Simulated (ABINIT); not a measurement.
**BN (Qingsongite): G0W0 in ABINIT against the k mesh**

Wanted: the cheapest k mesh that holds the gap of BN (Qingsongite).

Calculated with ABINIT 10.8.3; PBE and many-body steps on it, plane waves.

**1. Starting point**

Symmetry: F-43m, No. 216, cubic system. Conventional cell: a = 3.615 Å, b = 3.615 Å, c = 3.615 Å, α = 90.00°, β = 90.00°, γ = 90.00°. B has 4 N at 1.57 Å nearest. Nearest to N lie 4 B at 1.57 Å. Farther neighbours and most contacts between anions are not listed.

The cell and positions come from the Crystallography Open Database and are kept as given unless a step says otherwise.

**2. Empty states on the mesh, 8×8×8 mesh, 226 bands**

This step: ABINIT 10.8.3; DFT, PBE, plane waves, norm-conserving pseudopotentials.

The sums over transitions need many empty states on a uniform mesh; this step solves for them.

run.abi reads:

```
acell 3*1.0 Angstrom
rprim 
  -0.000000000000 1.807500000000 1.807500000000
  1.807500000000 0.000000000000 1.807500000000
  1.807500000000 1.807500000000 -0.000000000000
ntypat 2
znucl 5 7
natom 2
typat 1 2
xred 
  0.000000000000 0.000000000000 0.000000000000
  0.250000000000 0.250000000000 0.250000000000
pp_dirpath "pseudos"
pseudos "B.upf, N.upf"
ecut 36
ngkpt 8 8 8
nshiftk 1
shiftk 0 0 0
kptopt 1
chksymbreak 0
irdden 1
istwfk *1
nband 226
prtvol 0
optdriver 6
gwr_task "HDIAGO"
paral_kgb 0
occopt 1
indata_prefix "in"
outdata_prefix "out"
tmpdata_prefix "tmp"
```

Launch:

```bash
OMP_NUM_THREADS=1 mpirun -n 8 abinit run.abi > log
```

The log of the run:

```text
.Version 10.8.3 of ABINIT. v10.8.2 released Aug 2026.

 Symmetries : space group F-4 3 m (#216); Bravais cF (face-center cubic)
[... echo of the input left out ...]
== DATASET  1 ==================================================================
-   mpi_nproc: 8, omp_nthreads: 1 (-1 if OMP is not activated)

--- !DatasetInfo
iteration_state: {dtset: 1, }
dimensions: {natom: 2, nkpt: 29, mband: 226, nsppol: 1, nspinor: 1, nspden: 1, mpw: 869, }
cutoff_energies: {ecut:  36.0, pawecutdg:  -1.0, }
[...]
Indirect band gap semiconductor
 Fundamental gap:     4.535 (eV)
   VBM:     8.220 (eV) at k: [ 0.0000E+00,  0.0000E+00,  0.0000E+00]
   CBM:    12.755 (eV) at k: [ 5.0000E-01,  5.0000E-01,  0.0000E+00]
 Direct gap:         8.878 (eV) at k: [ 0.0000E+00,  0.0000E+00,  0.0000E+00]

== END DATASET(S) ==============================================================
================================================================================

 -outvars: echo values of variables after computation  --------
           etotal      0.0000000000E+00
            nband         226
             nkpt          29
          spgroup         216
 [... the other variables as echoed above ...]

 Calculation completed.
```

Run time: 5.6 s. Hardware: 8 MPI ranks of AMD EPYC 7R43, shared host; peak memory 0.81 GiB.

This step gave:

```
gap                                                           : 4.535 eV
k of the valence top                                          : 0, 0, 0
k of the conduction bottom                                    : 0.5, 0.5, 0
least direct gap                                              : 8.878 eV
k points computed                                             : 29
lowest point of the top converged band, above the valence top : 374.1121 eV
```

On this mesh the gap is 4.535 eV.

The density comes from a self-consistent run that is not shown.

**3. Empty states on the mesh, 4×4×4 mesh, 66 bands**

Changes to run.abi since step 2:

```diff
@@ -15,3 +15,3 @@
 ecut 36
-ngkpt 8 8 8
+ngkpt 4 4 4
 nshiftk 1
@@ -22,3 +22,3 @@
 istwfk *1
-nband 226
+nband 66
 prtvol 0
```

The log of the run:

```text
[banner, memory and clock lines left out]
.Version 10.8.3 of ABINIT. v10.8.2 released Aug 2026.

 Symmetries : space group F-4 3 m (#216); Bravais cF (face-center cubic)
[... echo of the input left out ...]
== DATASET  1 ==================================================================
-   mpi_nproc: 8, omp_nthreads: 1 (-1 if OMP is not activated)

--- !DatasetInfo
iteration_state: {dtset: 1, }
dimensions: {natom: 2, nkpt: 8, mband: 66, nsppol: 1, nspinor: 1, nspden: 1, mpw: 869, }
cutoff_energies: {ecut:  36.0, pawecutdg:  -1.0, }
[...]
Integrated=    8.0000E+00

 === KS gaps after direct diagonalization ===
 Indirect band gap semiconductor
 Fundamental gap:     4.535 (eV)
   VBM:     8.220 (eV) at k: [ 0.0000E+00,  0.0000E+00,  0.0000E+00]
   CBM:    12.755 (eV) at k: [ 5.0000E-01,  5.0000E-01,  0.0000E+00]
 Direct gap:         8.878 (eV) at k: [ 0.0000E+00,  0.0000E+00,  0.0000E+00]

== END DATASET(S) ==============================================================

 -outvars: echo values of variables after computation  --------
           etotal      0.0000000000E+00
            nband          66
             nkpt           8
          spgroup         216
 [... the other variables as echoed above ...]

 Calculation completed.
```

Run time: 3.1 s. Hardware: 8 MPI ranks; peak memory 0.65 GiB; 22 s of CPU time.

This step gave:

* gap: 4.535 eV
* k of the valence top: 0, 0, 0
* k of the conduction bottom: 0.5, 0.5, 0
* least direct gap: 8.878 eV
* k points computed: 8
* lowest point of the top converged band, above the valence top: 124.3645 eV

On this mesh the gap is 4.535 eV.

**4. Empty states on the mesh, 6×6×6 mesh, 66 bands**

Changes to run.abi since step 3:

```diff
@@ -15,3 +15,3 @@
 ecut 36
-ngkpt 4 4 4
+ngkpt 6 6 6
 nshiftk 1
```

The log of the run:

```text
[banner, memory and clock lines left out]
.Version 10.8.3 of ABINIT. v10.8.2 released Aug 2026.

 Symmetries : space group F-4 3 m (#216); Bravais cF (face-center cubic)
[... echo of the input left out ...]
== DATASET  1 ==================================================================
-   mpi_nproc: 8, omp_nthreads: 1 (-1 if OMP is not activated)

--- !DatasetInfo
iteration_state: {dtset: 1, }
dimensions: {natom: 2, nkpt: 16, mband: 66, nsppol: 1, nspinor: 1, nspden: 1, mpw: 869, }
cutoff_energies: {ecut:  36.0, pawecutdg:  -1.0, }
[...]
Integrated=    8.0000E+00

 === KS gaps after direct diagonalization ===
 Indirect band gap semiconductor
 Fundamental gap:     4.535 (eV)
   VBM:     8.220 (eV) at k: [ 0.0000E+00,  0.0000E+00,  0.0000E+00]
   CBM:    12.755 (eV) at k: [ 5.0000E-01,  5.0000E-01,  0.0000E+00]
 Direct gap:         8.878 (eV) at k: [ 0.0000E+00,  0.0000E+00,  0.0000E+00]

== END DATASET(S) ==============================================================

 -outvars: echo values of variables after computation  --------
           etotal      0.0000000000E+00
            nband          66
             nkpt          16
          spgroup         216
 [... the other variables as echoed above ...]

 Calculation completed.
```

The job ended after 4 s (8 MPI ranks; peak memory 0.79 GiB; 29 s of CPU time).

Numbers from this step:

```yaml
gap: 4.535 eV
k_of_the_valence_top: 0, 0, 0
k_of_the_conduction_bottom: 0.5, 0.5, 0
least_direct_gap: 8.878 eV
k_points_computed: 16
lowest_point_of_the_top_converged_band_above_the_valence_top: 124.3645 eV
```

On this mesh the gap is 4.535 eV.

**5. Empty states on the mesh, 10×10×10 mesh, 66 bands**

Changes to run.abi since step 4:

```diff
@@ -15,3 +15,3 @@
 ecut 36
-ngkpt 6 6 6
+ngkpt 10 10 10
 nshiftk 1
```

The log of the run:

```text
[banner, memory and clock lines left out]
.Version 10.8.3 of ABINIT. v10.8.2 released Aug 2026.

 Symmetries : space group F-4 3 m (#216); Bravais cF (face-center cubic)
[... echo of the input left out ...]
== DATASET  1 ==================================================================
-   mpi_nproc: 8, omp_nthreads: 1 (-1 if OMP is not activated)

--- !DatasetInfo
iteration_state: {dtset: 1, }
dimensions: {natom: 2, nkpt: 47, mband: 66, nsppol: 1, nspinor: 1, nspden: 1, mpw: 869, }
cutoff_energies: {ecut:  36.0, pawecutdg:  -1.0, }
[...]
Integrated=    8.0000E+00

 === KS gaps after direct diagonalization ===
 Indirect band gap semiconductor
 Fundamental gap:     4.535 (eV)
   VBM:     8.220 (eV) at k: [ 0.0000E+00,  0.0000E+00,  0.0000E+00]
   CBM:    12.755 (eV) at k: [ 5.0000E-01,  5.0000E-01,  0.0000E+00]
 Direct gap:         8.878 (eV) at k: [ 0.0000E+00,  0.0000E+00,  0.0000E+00]

== END DATASET(S) ==============================================================

 -outvars: echo values of variables after computation  --------
           etotal      0.0000000000E+00
            nband          66
             nkpt          47
          spgroup         216
 [... the other variables as echoed above ...]

 Calculation completed.
```

It took 7 s on 8 MPI ranks; peak memory 0.82 GiB; 53 s of CPU time.

Numbers from this step:

| Quantity | Value |
| --- | --- |
| gap | 4.535 eV |
| k of the valence top | 0, 0, 0 |
| k of the conduction bottom | 0.5, 0.5, 0 |
| least direct gap | 8.878 eV |
| k points computed | 47 |
| lowest point of the top converged band, above the valence top | 124.3645 eV |

On this mesh the gap is 4.535 eV.

**6. Empty states on the mesh, 14×14×14 mesh, 66 bands**

Changes to run.abi since step 5:

```diff
@@ -15,3 +15,3 @@
 ecut 36
-ngkpt 10 10 10
+ngkpt 14 14 14
 nshiftk 1
```

The log of the run:

```text
[banner, memory and clock lines left out]
.Version 10.8.3 of ABINIT. v10.8.2 released Aug 2026.

 Symmetries : space group F-4 3 m (#216); Bravais cF (face-center cubic)
[... echo of the input left out ...]
== DATASET  1 ==================================================================
-   mpi_nproc: 8, omp_nthreads: 1 (-1 if OMP is not activated)

--- !DatasetInfo
iteration_state: {dtset: 1, }
dimensions: {natom: 2, nkpt: 104, mband: 66, nsppol: 1, nspinor: 1, nspden: 1, mpw: 869, }
cutoff_energies: {ecut:  36.0, pawecutdg:  -1.0, }
[...]
Integrated=    8.0000E+00

 === KS gaps after direct diagonalization ===
 Indirect band gap semiconductor
 Fundamental gap:     4.535 (eV)
   VBM:     8.220 (eV) at k: [ 0.0000E+00,  0.0000E+00,  0.0000E+00]
   CBM:    12.755 (eV) at k: [ 5.0000E-01,  5.0000E-01,  0.0000E+00]
 Direct gap:         8.878 (eV) at k: [ 0.0000E+00,  0.0000E+00,  0.0000E+00]

== END DATASET(S) ==============================================================

 -outvars: echo values of variables after computation  --------
           etotal      0.0000000000E+00
            nband          66
             nkpt         104
          spgroup         216
 [... the other variables as echoed above ...]

 Calculation completed.
```

Run time: 12 s. Hardware: 8 MPI ranks; peak memory 0.79 GiB.

This step gave:

```yaml
gap: 4.535 eV
k_of_the_valence_top: 0, 0, 0
k_of_the_conduction_bottom: 0.5, 0.5, 0
least_direct_gap: 8.878 eV
k_points_computed: 104
lowest_point_of_the_top_converged_band_above_the_valence_top: 124.3645 eV
```

On this mesh the gap is 4.535 eV.

**7. Screening, 4×4×4 mesh, 58 bands, screening to 261.2 eV**

The RPA dielectric matrix is built and inverted for each q.

This step: RPA screening on PBE, plane waves, norm-conserving pseudopotentials.

Changes to run.abi since step 6:

```diff
@@ -15,3 +15,3 @@
 ecut 36
-ngkpt 14 14 14
+ngkpt 4 4 4
 nshiftk 1
@@ -20,10 +20,11 @@
 chksymbreak 0
-irdden 1
 istwfk *1
-nband 66
-prtvol 0
-optdriver 6
-gwr_task "HDIAGO"
-paral_kgb 0
 occopt 1
+irdwfk 1
+optdriver 3
+nband 58
+ecuteps 9.6
+inclvkb 2
+awtr 1
+symchi 1
 indata_prefix "in"
```

The log of the run:

```text
.Version 10.8.3 of ABINIT. v10.8.2 released Aug 2026.

 Symmetries : space group F-4 3 m (#216); Bravais cF (face-center cubic)
[... echo of the input left out ...]
== DATASET  1 ==================================================================
-   mpi_nproc: 8, omp_nthreads: 1 (-1 if OMP is not activated)

--- !DatasetInfo
iteration_state: {dtset: 1, }
dimensions: {natom: 2, nkpt: 8, mband: 58, nsppol: 1, nspinor: 1, nspden: 1, mpw: 869, }
cutoff_energies: {ecut:  36.0, pawecutdg:  -1.0, }
electrons: {nelect:   8.00000000E+00, charge:   0.00000000E+00, occopt:   1.00000000E+00, tsmear:   1.00000000E-02, }

 SCREENING: Calculation of the susceptibility and dielectric matrices

 Based on a program developped by R.W. Godby, V. Olevano, G. Onida, and L. Reining.
 Incorporated in ABINIT by V. Olevano, G.-M. Rignanese, and M. Torrent.
.Using double precision arithmetic ; gwpc =  8

[... cell and pseudopotentials left out ...]
--------------------------------------------------------------------------------

 ==== K-mesh for the wavefunctions ====
 Number of points in the irreducible wedge :     8
[... list of points left out ...]
 Together with 24 symmetry operations and time-reversal symmetry
 yields    64 points in the full Brillouin Zone.

 ==== Q-mesh for the screening function ====
 Number of points in the irreducible wedge :     8
[... list of points left out ...]
 Together with 24 symmetry operations and time-reversal symmetry
 yields    64 points in the full Brillouin Zone.

 setmesh: FFT mesh size selected  =    20x   20x   20
          total number of points  =         8000

 vcoul_init : cutoff-mode = AUXILIARY_FUNCTION
 q-points for optical limit:   1
     1)      0.000010    0.000020    0.000030

- screening: taking advantage of time-reversal symmetry
- Maximum band index for partially occupied states nbvw = 4
- Remaining bands to be divided among processors   nbcw = 54
- Number of bands treated by each node ~6

 Number of electrons calculated from density =    8.0000; Expected =    8.0000
 average of density, n =  0.100376
 r_s =    1.3348
 omega_plasma =   30.5612 [eV]

 calculating chi0 at frequencies [eV] :
  1    0.000000E+00    0.000000E+00
  2    0.000000E+00    3.056116E+01

--------------------------------------------------------------------------------
  q-point number  1        q = ( 0.000000, 0.000000, 0.000000) [r.l.u.]
--------------------------------------------------------------------------------
[... chi0 elements left out ...]
 For q-point:  0.000010 0.000020 0.000030
  dielectric constant =   4.8711
  dielectric constant without local fields =   5.2583

  Average fulfillment of the sum rule on Im[epsilon] for q-point    1 :     84.04  [%]
[... wings left out ...]
  q-point number  2        q = ( 0.250000, 0.000000, 0.000000) [r.l.u.]
--------------------------------------------------------------------------------
[... chi0 elements left out ...]
  Average fulfillment of the sum rule on Im[epsilon] for q-point    2 :     93.77  [%]

 [... 6 further q-points ...]
```

Elapsed: 3.2 s, on 8 MPI ranks; peak memory 0.62 GiB; 23 s of CPU time.

Numbers from this step:

```
ε∞ with local fields, on this mesh, along the program's q direction : 4.871
the same without local fields                                       : 5.258
plasma frequency                                                    : 30.56 eV
plane waves in the screening matrix                                 : 113
```

Local fields lower ε∞ by 7 %. On a Γ-centred mesh this coarse the value itself is usually too large, while a short band sum pulls it down.

**8. 4×4×4**

This step: G0W0 on PBE, plane waves, norm-conserving pseudopotentials.

Changes to run.abi since step 7:

```diff
@@ -23,8 +23,17 @@
 irdwfk 1
-optdriver 3
+optdriver 4
 nband 58
+gwcalctyp 0
+ecutsigx 36
+symsigma 1
+nkptgw 2
+kptgw 
+  0.0000000000 0.0000000000 0.0000000000
+  0.5000000000 0.5000000000 0.0000000000
+bdgw 
+  2 7
+  3 6
 ecuteps 9.6
-inclvkb 2
-awtr 1
-symchi 1
+irdscr 1
+ppmodel 1
 indata_prefix "in"
```

The log of the run:

```text
.Version 10.8.3 of ABINIT. v10.8.2 released Aug 2026.

 Symmetries : space group F-4 3 m (#216); Bravais cF (face-center cubic)
[... echo of the input left out ...]
== DATASET  1 ==================================================================
-   mpi_nproc: 8, omp_nthreads: 1 (-1 if OMP is not activated)

--- !DatasetInfo
iteration_state: {dtset: 1, }
dimensions: {natom: 2, nkpt: 8, mband: 58, nsppol: 1, nspinor: 1, nspden: 1, mpw: 869, }
cutoff_energies: {ecut:  36.0, pawecutdg:  -1.0, }
electrons: {nelect:   8.00000000E+00, charge:   0.00000000E+00, occopt:   1.00000000E+00, tsmear:   1.00000000E-02, }

 SIGMA: Calculation of the GW corrections

 Based on a program developped by R.W. Godby, V. Olevano, G. Onida, and L. Reining.
 Incorporated in ABINIT by V. Olevano, G.-M. Rignanese, and M. Torrent.
.Using double precision arithmetic ; gwpc =  8

[... cell and pseudopotentials left out ...]
--------------------------------------------------------------------------------

 ==== K-mesh for the wavefunctions ====
 Number of points in the irreducible wedge :     8
[... list of points left out ...]
 Together with 24 symmetry operations and time-reversal symmetry
 yields    64 points in the full Brillouin Zone.

 ==== Q-mesh for screening function ====
 Number of points in the irreducible wedge :     8
[... list of points left out ...]
 Together with 24 symmetry operations and time-reversal symmetry
 yields    64 points in the full Brillouin Zone.

 vcoul_init : cutoff-mode = AUXILIARY_FUNCTION
 q-points for optical limit:   1
     1)      0.000010    0.000020    0.000030
 setmesh: FFT mesh size selected  =    25x   25x   25
          total number of points  =        15625

 Number of electrons calculated from density =    8.0000; Expected =    8.0000
 average of density, n =  0.100376
 r_s =    1.3348
 omega_plasma =   30.5612 [eV]

 === KS Band Gaps ===
  >>>> For spin  1
   Minimum direct gap =   8.8782 [eV], located at k-point      :   0.0000  0.0000  0.0000
   Fundamental gap    =   4.5349 [eV], Top of valence bands at :   0.0000  0.0000  0.0000
                                       Bottom of conduction at :   0.5000  0.5000  0.0000
 SIGMA fundamental parameters:
 PLASMON POLE MODEL  1
 number of plane-waves for SigmaX                  869
 number of plane-waves for SigmaC and W            113
 number of plane-waves for wavefunctions           869
 number of bands                                    58
 number of independent spin polarizations            1
 number of spinorial components                      1
 number of k-points in IBZ                           8
 number of q-points in IBZ                           8
 number of symmetry operations                      24
 number of k-points in BZ                           64
 number of q-points in BZ                           64
 number of frequencies for dSigma/dE                 9
 frequency step for dSigma/dE [eV]                0.25
 number of omega for Sigma on real axis              0
 max omega for Sigma on real axis  [eV]           0.00
 zcut for avoiding poles [eV]                     0.10

 EPSILON^-1 parameters (SCR file):
 dimension of the eps^-1 matrix on file            113
 dimension of the eps^-1 matrix used               113
 number of plane-waves for wavefunctions           869
 number of bands                                    58
 number of q-points in IBZ                           8
 number of frequencies                               2
 number of real frequencies                          1
 number of imag frequencies                          1

 matrix elements of self-energy operator (all in [eV])

 Perturbative Calculation

--- !SelfEnergy_ee
iteration_state: {dtset: 1, }
kpoint     : [   0.000,    0.000,    0.000, ]
spin       : 1
KS_gap     :    8.878
QP_gap     :   10.875
Delta_QP_KS:    1.997
data: !SigmaeeData |
     Band     E0 <VxcDFT>   SigX SigC(E0)      Z dSigC/dE  Sig(E)    E-E0       E
        2   8.220 -18.532 -22.181   2.757   0.827  -0.209 -19.269  -0.737   7.483
        3   8.220 -18.532 -22.181   2.757   0.827  -0.209 -19.269  -0.737   7.483
        4   8.220 -18.532 -22.181   2.757   0.827  -0.209 -19.269  -0.737   7.483
        5  17.099 -13.769  -6.996  -5.279   0.843  -0.187 -12.510   1.259  18.358
        6  17.099 -13.769  -6.996  -5.279   0.843  -0.187 -12.510   1.259  18.358
        7  17.099 -13.769  -6.996  -5.279   0.843  -0.187 -12.510   1.259  18.358

--- !SelfEnergy_ee
iteration_state: {dtset: 1, }
kpoint     : [   0.500,    0.500,    0.000, ]
spin       : 1
KS_gap     :    9.442
QP_gap     :   11.334
Delta_QP_KS:    1.892
data: !SigmaeeData |
     Band     E0 <VxcDFT>   SigX SigC(E0)      Z dSigC/dE  Sig(E)    E-E0       E
        3   3.313 -16.500 -21.650   3.651   0.818  -0.222 -17.726  -1.226   2.087
        4   3.313 -16.500 -21.650   3.651   0.818  -0.222 -17.726  -1.226   2.087
        5  12.755 -12.552  -7.197  -4.574   0.853  -0.173 -11.886   0.666  13.421
        6  17.562 -12.683  -6.658  -5.100   0.850  -0.176 -11.896   0.787  18.349

== END DATASET(S) ==============================================================
================================================================================

 -outvars: echo values of variables after computation  --------
           etotal      0.0000000000E+00
            nband          58
             nkpt           8
          spgroup         216
 [... the other variables as echoed above ...]

 Calculation completed.
```

Elapsed: 3.4 s, on 8 MPI ranks; peak memory 0.65 GiB; 24 s of CPU time.

This step gave:

```yaml
g0w0_gap_on_the_points_computed: 5.938 eV
starting_gap_on_the_mesh: 4.535 eV
k_of_the_valence_top: 0, 0, 0
k_of_the_conduction_bottom: 0.5, 0.5, 0
z_at_the_valence_top: 0.827
z_at_the_conduction_bottom: 0.853
least_direct_g0w0_gap_on_the_computed_points: 10.88 eV
```

(Part 1 of 3 ends here.)

[Paths, hosts, dates, memory and timing lines, banners, echoed tables and standing remarks are left out of the program output.]

[Logs are printed without paths, hosts, clocks, repeated set-up lines and the standing remarks that a program may print on its own settings, such as how far it seeks lower states.]

[Runs of the session that timed out or met a known fault of the program may be left out.]

[Hosts, paths, dates, database ids (printed as entryN), source tags and the programs' standing remarks are cut or masked in the printed files.]

[G0W0 gaps are taken among the corrected bands and points alone; a level outside them can change the order at an edge.]

[Where Ansatz stands beside ABINIT at settings called matched, ABINIT's density can come from a denser mesh and the files from another edition; pairs whose starting gaps differed by over 0.03 eV were left out, so agreement reads better than it is.]
